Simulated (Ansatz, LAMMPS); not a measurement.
# Amorphous Al2O3 (155 atoms) under strain, part 2 of 3

How stiff is amorphous Al2O3 (155 atoms), and how do its levels respond to strain?

Ansatz 0.2.0; Kohn-Sham DFT, PBE, PAW (set soft_2), plane waves.

The cell: 62 Al and 93 O. The quench rate of 20 K/ps is many orders above laboratory rates. The starting topology of bonds comes from the classical model. Only the Γ point is sampled.

So far. Step 2 (Single point at the start): The r.m.s. force at the start is 0.38 eV/Å. Step 3 (Cell and atoms relaxed): The relaxation converged after 15 steps, with a largest force component of 0.046 eV/Å.

### 4. Single point at the relaxed geometry

One more single point at the end of the walk gives the fuller output and checks the residual forces.

The input, input.yaml:

```yaml
crystal:
  lattice:
    - [12.2464, -0.01894, -0.14122]
    - [-0.01894, 12.40205, -0.14675]
    - [-0.14122, -0.14675, 12.49176]
  atoms:
    - { symbol: Al, position: [0.31219, 0.67262, 0.01563] }
    - { symbol: Al, position: [0.85424, 0.93009, 0.46889] }
    - { symbol: Al, position: [0.19098, 0.59063, 0.81657] }
    - { symbol: Al, position: [0.43743, 0.88019, 0.53005] }
    - { symbol: Al, position: [0.02743, 0.75427, 0.68273] }
    - { symbol: Al, position: [0.57071, 0.34989, 0.94595] }
    [... 143 atom lines left out ...]
    - { symbol: O, position: [0.82112, 0.41225, 0.51212] }
    - { symbol: O, position: [0.70661, 0.39491, 0.92643] }
    - { symbol: O, position: [0.59366, 0.34521, 0.21171] }
    - { symbol: O, position: [0.07808, 0.50657, 0.8571] }
    - { symbol: O, position: [0.74103, 0.60402, 0.59027] }
    - { symbol: O, position: [0.3343, 0.15227, 0.94298] }
kpoints:
  mp_grid: { grid: [1, 1, 1] }
hamiltonian:
  xc: pbe
scf:
  occupations: { method: fixed }
output:
  forces: true
  stress: true
  populations: true
  dos:
    method: { smearing: { sigma: 0.15 } }
    de: 0.1
    projected: { site_lists: { Al: [Al], O: [O] } }
  eigenvalues: true
  write_density: true
  write_potential: true
  volumetric_format: npy
  elf: true
```

Launch:

```bash
$ ansatz run input.yaml --threads 4 --pin off --max-ram 8192MiB --backend cpu --events-out ev --progress --plain --runs-dir out
```

Numbers of over 12 decimals in the logs are rounded to 6 here.

Output:

```text
[...]
Crystal: 155 atoms, lattice volume = 1896.738 Å³
Basis set: ecut = 420 eV, 37047 PW (Γ), exchange–correlation on 180×180×180 points (8 copies of the dense FFT grid, shifted against one another)
Bands: 527, of which v1, the nominal top of the filled ones, is band 372 counted from 1 (371 counted from 0)
Symmetry: 1 space group operations
[...]
k-points: 1
[...]
SCF iter   1: F=—  HF=-86308.146469 eV  |F-HF|=—  |Δ(HF+E_count)|=         —  Δρ=2.35e-3  dr2=1.80e-1  ethr=1.77e-3  ⟨swp⟩=5.0  Hψ=1904  notcnv=0  defer=150
[...]
SCF iter   9: F=-86308.127488 eV  HF=-86308.127488 eV  |F-HF|=3.18e-8  |Δ(HF+E_count)|=   2.46e-8  Δρ=1.66e-6  dr2=5.09e-8  ethr=1.34e-11  ⟨swp⟩=20.0  Hψ=5226  notcnv=0
SCF 1 converged in 9 iterations: F = -86308.127488 eV  dr2 = 5.09e-8
[...]
SCF converged after 9 iterations
Free energy (F): -86308.127488 eV
[...]
Internal energy: -86308.127488 eV  (E = F + TS)
E sigma→0 (E₀):  -86308.127488 eV
Fermi energy:    4.268535 eV
[...]
--- Forces (eV/Å), atoms counted from 1 ---
  atom   1  Al    -0.00286020     0.02231329    -0.00564364
  atom   2  Al     0.00351679     0.00492154     0.00534130
  atom   3  Al    -0.01048449    -0.00043409     0.00030168
  atom   4  Al    -0.01283195     0.00335981    -0.01375227
  atom   5  Al    -0.00845397     0.01462683     0.00125788
  atom   6  Al    -0.01117324     0.01510857    -0.00654174
  atom   7  Al     0.00777802    -0.00900346     0.00089321
  atom   8  Al    -0.00372447     0.01001165    -0.00805851
  atom   9  Al     0.00294604    -0.00039513     0.01694316
  atom  10  Al     0.02077899     0.00002158     0.01457733
  atom  11  Al    -0.01955739    -0.00299606    -0.00010785
  atom  12  Al     0.00136959     0.00946578     0.01396517
  atom  13  Al     0.00173260    -0.02238378    -0.02987797
  atom  14  Al    -0.00955046    -0.01400614     0.00087649
[...]
atom 154  O      0.00500415    -0.00127857     0.00371946
  atom 155  O     -0.00140489     0.00150146     0.01085950
  max |Σ_I F_I| component: 6.60e-5 eV/Å
--- Stress (GPa, compression-positive) ---
       -0.011728      -0.002719      -0.009680
       -0.002723      -0.003603      -0.024474
       -0.009688      -0.024471      -0.026890
  P = ⅓ Tr σ = -0.0141 GPa (-0.141 kbar)
--- Band table (eV) ---
[...]
--- Löwdin populations: 155 sites ---
  site symbol       q [e]
     0     Al      1.6293
     1     Al      1.6645
     2     Al      1.6023
[...]
154      O      6.8414
  spilling = 0.008483 (of n_electrons = 744.000000)
```

Wall time 44 s (4 threads of Arm Neoverse V2, shared host); peak memory 2.7 GiB; 2.9 min of CPU time.

Read from the output:

| Property | Result |
| --- | --- |
| free energy | -86308.1275 eV |
| free energy per atom | -556.8266 eV/atom |
| SCF cycles | 9 |
| pressure | -0.01407 GPa |
| r.m.s. force component | 0.00967 eV/Å |
| longest force | 0.05 eV/Å |
| Fermi energy | 4.269 eV |
| gap (highest filled to lowest empty level) | 3.141 eV |
| spilling of the projection | 0.008483 |

### 5. Volume -3 %

The relaxed cell is scaled evenly and the atoms are relaxed again; the stress at the end gives one point of P(V).

input.yaml, the sections that differ from step 4:

```yaml
crystal:
  lattice:
    - [12.12269, -0.01875, -0.13979]
    - [-0.01875, 12.27677, -0.14527]
    - [-0.13979, -0.14527, 12.36557]
  atoms:
    [... the 155 atom lines of step 4 ...]
output:
  forces: true
  eigenvalues: true
  stress: true
relax:
  f_tol: 0.05
  max_steps: 70
# kpoints, hamiltonian, scf: as in step 4
```

Output:

```text
Warning: output.stress: scf.convergence.dr2_threshold = 1e-7 eV (the SCF's general default) is looser than the 1.08e-8 eV advised for a printed stress (1e-10 eV for each atom of the cell: 155, of which 108 are counted). What an SCF threshold leaves in a stress goes as its square root, and in the free energy as the threshold itself, and one threshold admits the most on a small cell: [...]
[...]
Crystal: 155 atoms, lattice volume = 1839.836 Å³
Basis set: ecut = 420 eV, 36025 PW (Γ), exchange–correlation on 180×180×180 points (8 copies of the dense FFT grid, shifted against one another)
Bands: 527, of which v1, the nominal top of the filled ones, is band 372 counted from 1 (371 counted from 0)
Symmetry: 1 space group operations
[...]
k-points: 1
[...]
SCF iter   1: F=—  HF=-86307.279732 eV  |F-HF|=—  |Δ(HF+E_count)|=         —  Δρ=2.43e-3  dr2=1.85e-1  ethr=1.77e-3  ⟨swp⟩=5.0  Hψ=1908  notcnv=0  defer=150
[...]
SCF iter   5: F=—  HF=-86307.256591 eV  |F-HF|=—  |Δ(HF+E_count)|=   1.42e-4  Δρ=1.34e-4  dr2=2.62e-4  ethr=9.93e-8  ⟨swp⟩=2.0  Hψ=681  notcnv=0  defer=153
SCF iter   6: F=-86307.256580 eV  HF=-86307.256572 eV  |F-HF|=8.21e-6  |Δ(HF+E_count)|=   1.92e-5  Δρ=2.78e-5  dr2=1.56e-5  ethr=8.40e-9  ⟨swp⟩=16.0  Hψ=3691  notcnv=0
SCF 1 converged in 6 iterations: F = -86307.256580 eV  dr2 = 1.56e-5
[...]
relax step   1: F+E_penalty+E_count = -86307.25658000 eV  Δ(F+E_penalty+E_count) = +0.000e0 eV  max|allowed force component| = 3.652e-1 eV/Å  Δτ_max = 0.0000 Å  (6 SCF iters, dr2 threshold 6.25e-5 eV, accepted)
[...]
relax step   2: F+E_penalty+E_count = -86307.40960963 eV  Δ(F+E_penalty+E_count) = -1.530e-1 eV  max|allowed force component| = 2.673e-1 eV/Å  Δτ_max = 0.0232 Å  (6 SCF iters, dr2 threshold 8.34e-6 eV, accepted)
[...]
relax step   3: F+E_penalty+E_count = -86307.54367637 eV  Δ(F+E_penalty+E_count) = -1.341e-1 eV  max|allowed force component| = 1.035e-1 eV/Å  Δτ_max = 0.0535 Å  (7 SCF iters, dr2 threshold 4.47e-6 eV, accepted)
relax step   4: F+E_penalty+E_count = -86307.58327164 eV  Δ(F+E_penalty+E_count) = -3.960e-2 eV  max|allowed force component| = 1.228e-1 eV/Å  Δτ_max = 0.1171 Å  (9 SCF iters, accepted)
[...]
relax step   5: F+E_penalty+E_count = -86307.59051384 eV  Δ(F+E_penalty+E_count) = -7.242e-3 eV  max|allowed force component| = 4.568e-2 eV/Å  Δτ_max = 0.0573 Å  (9 SCF iters, accepted)
SCF converged after 9 iterations
Free energy (F): -86307.590514 eV
[...]
Internal energy: -86307.590514 eV  (E = F + TS)
E sigma→0 (E₀):  -86307.590514 eV
Fermi energy:    4.618082 eV
[...]
Σ components = -86307.590514   (vs F -86307.590514, Δ=0.00e0)
--- Forces (eV/Å), atoms counted from 1 ---
  atom   1  Al    -0.00548730    -0.01033910    -0.00568442
  atom   2  Al    -0.00685807    -0.00174789     0.00122761
  atom   3  Al     0.02771415    -0.00021402     0.00238460
  atom   4  Al     0.00456189    -0.00835952     0.04567791
[...]
atom 155  O     -0.01181779    -0.01402056    -0.00135730
  max |Σ_I F_I| component: 6.31e-5 eV/Å
--- Stress (GPa, compression-positive) ---
        3.244099       0.087203       0.125914
        0.087198       3.345496      -0.141040
        0.125908      -0.141039       2.912311
  P = ⅓ Tr σ = 3.1673 GPa (31.673 kbar)
--- Band table (eV) ---
[...]
--- Relaxed structure (5 steps of the walk, 5 accepted, 0 SCFs on fresh bases) ---
  F+E_penalty+E_count = -86307.59051384 eV   max|allowed force component| = 4.568e-2 eV/Å
  atoms:
    - { symbol: Al, position: [0.313135, 0.671995, 0.015504] }
    - { symbol: Al, position: [0.854734, 0.929898, 0.470279] }
    - { symbol: Al, position: [0.190821, 0.590504, 0.814408] }
    - { symbol: Al, position: [0.436849, 0.883709, 0.529353] }
[...]
- { symbol: O, position: [0.335052, 0.151646, 0.949215] }
```

Wall time 2.5 min (4 threads); peak memory 2.7 GiB.

The program notes that the SCF threshold is loose for the stress.

The relaxation converged after 5 steps, 0.334 eV below its start, with a largest force component of 0.046 eV/Å.

Volume -3 %: the energy stands 0.537 eV above that of the reference, at a pressure of 3.17 GPa.

### 6. Volume +3 %

The relaxed cell is scaled to another volume.

Input and log are left out; they have the form of those shown for this kind of step.

Run time: 3.7 min. Hardware: 4 threads of Arm Neoverse V2, shared host; peak memory 2.8 GiB.

The relaxation converged after 7 steps, 0.296 eV below its start, with a largest force component of 0.024 eV/Å.

Volume +3 %: the energy stands 0.512 eV above that of the reference, at a pressure of -2.86 GPa.

### 7. Volume -6 %

The relaxed cell is scaled to another volume.

Input and log are left out; they have the form of those shown for this kind of step.

Elapsed: 3 min, on 4 threads of Arm Neoverse V2, shared host; peak memory 2.6 GiB.

The relaxation converged after 6 steps, 1.50 eV below its start, with a largest force component of 0.033 eV/Å.

Volume -6 %: the energy stands 2.25 eV above that of the reference, at a pressure of 6.41 GPa.

### 8. Volume +6 %

The relaxed cell is scaled to another volume.

Input and log are left out; they have the form of those shown for this kind of step.

Wall time 3.7 min (4 threads of Arm Neoverse V2, shared host); peak memory 2.9 GiB; 14 min of CPU time.

The relaxation converged after 7 steps, 1.15 eV below its start, with a largest force component of 0.040 eV/Å.

Volume +6 %: the energy stands 1.94 eV above that of the reference, at a pressure of -5.31 GPa.

### 9. Volume -10 %

The relaxed cell is scaled to another volume.

Input and log are left out; they have the form of those shown for this kind of step.

It took 4.2 min on 4 threads of Arm Neoverse V2, shared host; peak memory 2.4 GiB; 16 min of CPU time.

The relaxation converged after 9 steps, 5.00 eV below its start, with a largest force component of 0.046 eV/Å.

Volume -10 %: the energy stands 6.20 eV above that of the reference, at a pressure of 9.92 GPa.

### 10. Stretched by 1 % along x

The relaxed cell is strained along x alone, which gives the stiffness along x and its coupling to y and z.

input.yaml, the sections that differ from step 5:

```yaml
crystal:
  lattice:
    - [12.36886, -0.01894, -0.14122]
    - [-0.01913, 12.40205, -0.14675]
    - [-0.14263, -0.14675, 12.49176]
  atoms:
    [... the 155 atom lines of step 4 ...]
# kpoints, hamiltonian, scf, output, relax: as in step 5
```

Output:

```text
[...]
Crystal: 155 atoms, lattice volume = 1915.705 Å³
Basis set: ecut = 420 eV, 37425 PW (Γ), exchange–correlation on 180×180×180 points (8 copies of the dense FFT grid, shifted against one another)
Bands: 527, of which v1, the nominal top of the filled ones, is band 372 counted from 1 (371 counted from 0)
Symmetry: 1 space group operations
[...]
k-points: 1
[...]
SCF iter   1: F=—  HF=-86307.972082 eV  |F-HF|=—  |Δ(HF+E_count)|=         —  Δρ=2.33e-3  dr2=1.79e-1  ethr=1.77e-3  ⟨swp⟩=5.0  Hψ=1904  notcnv=0  defer=150
[...]
SCF iter   5: F=—  HF=-86307.953855 eV  |F-HF|=—  |Δ(HF+E_count)|=   1.74e-4  Δρ=1.31e-4  dr2=2.64e-4  ethr=9.89e-8  ⟨swp⟩=2.0  Hψ=685  notcnv=0  defer=153
SCF iter   6: F=-86307.953842 eV  HF=-86307.953835 eV  |F-HF|=6.65e-6  |Δ(HF+E_count)|=   2.00e-5  Δρ=2.97e-5  dr2=1.84e-5  ethr=8.40e-9  ⟨swp⟩=14.0  Hψ=3545  notcnv=0
SCF 1 converged in 6 iterations: F = -86307.953842 eV  dr2 = 1.84e-5
[...]
relax step   1: F+E_penalty+E_count = -86307.95384188 eV  Δ(F+E_penalty+E_count) = +0.000e0 eV  max|allowed force component| = 2.148e-1 eV/Å  Δτ_max = 0.0000 Å  (6 SCF iters, dr2 threshold 6.25e-5 eV, accepted)
[...]
relax step   2: F+E_penalty+E_count = -86307.99405607 eV  Δ(F+E_penalty+E_count) = -4.021e-2 eV  max|allowed force component| = 1.619e-1 eV/Å  Δτ_max = 0.0125 Å  (6 SCF iters, dr2 threshold 2.88e-6 eV, accepted)
[...]
relax step   3: F+E_penalty+E_count = -86308.02247033 eV  Δ(F+E_penalty+E_count) = -2.841e-2 eV  max|allowed force component| = 9.368e-2 eV/Å  Δτ_max = 0.1281 Å  (9 SCF iters, accepted)
relax step   4: F+E_penalty+E_count = -86308.02935200 eV  Δ(F+E_penalty+E_count) = -6.882e-3 eV  max|allowed force component| = 2.777e-2 eV/Å  Δτ_max = 0.0423 Å  (6 SCF iters, dr2 threshold 2.94e-6 eV, accepted)
[...]
relax step   5: F+E_penalty+E_count = -86308.02935243 eV  Δ(F+E_penalty+E_count) = -4.249e-7 eV  max|allowed force component| = 2.779e-2 eV/Å  Δτ_max = 0.0000 Å  (4 SCF iters, accepted)
SCF converged after 4 iterations
Free energy (F): -86308.029352 eV
[...]
Internal energy: -86308.029352 eV  (E = F + TS)
E sigma→0 (E₀):  -86308.029352 eV
Fermi energy:    4.158541 eV
[...]
Σ components = -86308.029352   (vs F -86308.029352, Δ=0.00e0)
--- Forces (eV/Å), atoms counted from 1 ---
  atom   1  Al    -0.00084087     0.01090010    -0.00913244
  atom   2  Al     0.00530952     0.00142717     0.00378788
  atom   3  Al     0.00041815     0.00552131     0.00595099
  atom   4  Al     0.00511305     0.00246560    -0.00070698
[...]
atom 155  O     -0.00044019     0.00029597    -0.00146734
  max |Σ_I F_I| component: 1.99e-4 eV/Å
--- Stress (GPa, compression-positive) ---
       -1.740455      -0.091915      -0.030644
       -0.091920      -0.658629       0.050883
       -0.030653       0.050888      -0.704051
  P = ⅓ Tr σ = -1.0344 GPa (-10.344 kbar)
--- Band table (eV) ---
[...]
--- Relaxed structure (5 steps of the walk, 5 accepted, 0 SCFs on fresh bases) ---
  F+E_penalty+E_count = -86308.02935243 eV   max|allowed force component| = 2.779e-2 eV/Å
  atoms:
    - { symbol: Al, position: [0.312050, 0.672992, 0.015300] }
    - { symbol: Al, position: [0.854531, 0.930494, 0.468062] }
    - { symbol: Al, position: [0.191101, 0.589691, 0.816037] }
    - { symbol: Al, position: [0.437469, 0.878357, 0.529674] }
[...]
- { symbol: O, position: [0.334941, 0.150839, 0.941736] }
```

Elapsed: 2.4 min, on 4 threads; peak memory 2.8 GiB; 9.1 min of CPU time.

The relaxation converged after 5 steps, 0.0755 eV below its start, with a largest force component of 0.028 eV/Å.

Stretched by 1 % along x: the energy stands 0.0981 eV above that of the reference, at a pressure of -1.03 GPa.

### 11. Compressed by 1 % along x

The relaxed cell is strained along x alone, which gives the stiffness along x and its coupling to y and z.

input.yaml, the sections that differ from step 10:

```yaml
crystal:
  lattice:
    - [12.12394, -0.01894, -0.14122]
    - [-0.01875, 12.40205, -0.14675]
    - [-0.13981, -0.14675, 12.49176]
  atoms:
    [... the 155 atom lines of step 4 ...]
# kpoints, hamiltonian, scf, output, relax: as in step 10
```

Output:

```text
[...]
Crystal: 155 atoms, lattice volume = 1877.771 Å³
Basis set: ecut = 420 eV, 36657 PW (Γ), exchange–correlation on 180×180×180 points (8 copies of the dense FFT grid, shifted against one another)
Bands: 527, of which v1, the nominal top of the filled ones, is band 372 counted from 1 (371 counted from 0)
Symmetry: 1 space group operations
[...]
k-points: 1
[...]
SCF iter   1: F=—  HF=-86307.964251 eV  |F-HF|=—  |Δ(HF+E_count)|=         —  Δρ=2.37e-3  dr2=1.81e-1  ethr=1.77e-3  ⟨swp⟩=5.0  Hψ=1907  notcnv=0  defer=150
[...]
SCF iter   6: F=-86307.943760 eV  HF=-86307.943751 eV  |F-HF|=8.41e-6  |Δ(HF+E_count)|=   1.97e-5  Δρ=2.82e-5  dr2=1.65e-5  ethr=8.40e-9  ⟨swp⟩=16.0  Hψ=3697  notcnv=0
SCF 1 converged in 6 iterations: F = -86307.943760 eV  dr2 = 1.65e-5
[...]
relax step   1: F+E_penalty+E_count = -86307.94375960 eV  Δ(F+E_penalty+E_count) = +0.000e0 eV  max|allowed force component| = 2.826e-1 eV/Å  Δτ_max = 0.0000 Å  (6 SCF iters, dr2 threshold 6.25e-5 eV, accepted)
[...]
relax step   2: F+E_penalty+E_count = -86307.98799462 eV  Δ(F+E_penalty+E_count) = -4.424e-2 eV  max|allowed force component| = 1.788e-1 eV/Å  Δτ_max = 0.0152 Å  (6 SCF iters, dr2 threshold 4.99e-6 eV, accepted)
[...]
relax step   3: F+E_penalty+E_count = -86308.02162562 eV  Δ(F+E_penalty+E_count) = -3.363e-2 eV  max|allowed force component| = 5.640e-2 eV/Å  Δτ_max = 0.0514 Å  (9 SCF iters, accepted)
relax step   4: F+E_penalty+E_count = -86308.02259103 eV  Δ(F+E_penalty+E_count) = -9.654e-4 eV  max|allowed force component| = 6.045e-2 eV/Å  Δτ_max = 0.0833 Å  (9 SCF iters, accepted)
[...]
relax step   5: F+E_penalty+E_count = -86308.02370972 eV  Δ(F+E_penalty+E_count) = -1.119e-3 eV  max|allowed force component| = 4.947e-2 eV/Å  Δτ_max = 0.0640 Å  (8 SCF iters, accepted)
SCF converged after 8 iterations
Free energy (F): -86308.023710 eV
[...]
Internal energy: -86308.023710 eV  (E = F + TS)
E sigma→0 (E₀):  -86308.023710 eV
Fermi energy:    4.376389 eV
[...]
--- Forces (eV/Å), atoms counted from 1 ---
  atom   1  Al     0.01561049    -0.00550960     0.01195291
  atom   2  Al     0.00049864     0.00363303    -0.01293253
  atom   3  Al     0.01038967    -0.00569870     0.01821276
  atom   4  Al     0.00505092     0.00233353    -0.00735460
  atom   5  Al    -0.00275855     0.00327823    -0.00449371
  atom   6  Al     0.01513473    -0.03579581     0.02646561
  atom   7  Al    -0.01298974     0.00773803     0.00803487
  atom   8  Al     0.00153033    -0.00711030    -0.02078305
  atom   9  Al     0.01611828     0.00750914    -0.01124199
  atom  10  Al    -0.02940317    -0.00680115    -0.02492676
  atom  11  Al     0.01249325     0.00827668    -0.00279553
  atom  12  Al    -0.00725493    -0.00811919    -0.01822978
  atom  13  Al     0.01262722     0.01279169     0.00719065
  atom  14  Al     0.01635591     0.01365276     0.02189879
[...]
atom 154  O     -0.00088456    -0.00170728     0.00336691
  atom 155  O     -0.02335608    -0.01032565    -0.01066018
  max |Σ_I F_I| component: 4.43e-5 eV/Å
--- Stress (GPa, compression-positive) ---
        1.677590       0.072543      -0.040279
        0.072538       0.698804      -0.024422
       -0.040287      -0.024420       0.733985
  P = ⅓ Tr σ = 1.0368 GPa (10.368 kbar)
--- Band table (eV) ---
[...]
--- Relaxed structure (5 steps of the walk, 5 accepted, 0 SCFs on fresh bases) ---
  F+E_penalty+E_count = -86308.02370972 eV   max|allowed force component| = 4.947e-2 eV/Å
  atoms:
    - { symbol: Al, position: [0.312481, 0.672333, 0.016109] }
    - { symbol: Al, position: [0.854196, 0.929332, 0.469072] }
    - { symbol: Al, position: [0.190483, 0.591184, 0.817178] }
    - { symbol: Al, position: [0.437142, 0.882539, 0.530203] }
[...]
- { symbol: O, position: [0.334255, 0.152936, 0.944213] }
```

Wall time 2.6 min (4 threads); peak memory 2.7 GiB; 10 min of CPU time.

The relaxation converged after 5 steps, 0.0799 eV below its start, with a largest force component of 0.049 eV/Å.

Compressed by 1 % along x: the energy stands 0.104 eV above that of the reference, at a pressure of 1.04 GPa.

[end of part 2 of 3]

[Logs are printed without paths, hosts, clocks, repeated set-up lines and the standing remarks that a program may print on its own settings, such as how far it seeks lower states.]

[Hosts, paths, dates, database ids (printed as entryN), source tags and the programs' standing remarks are cut or masked in the printed files.]
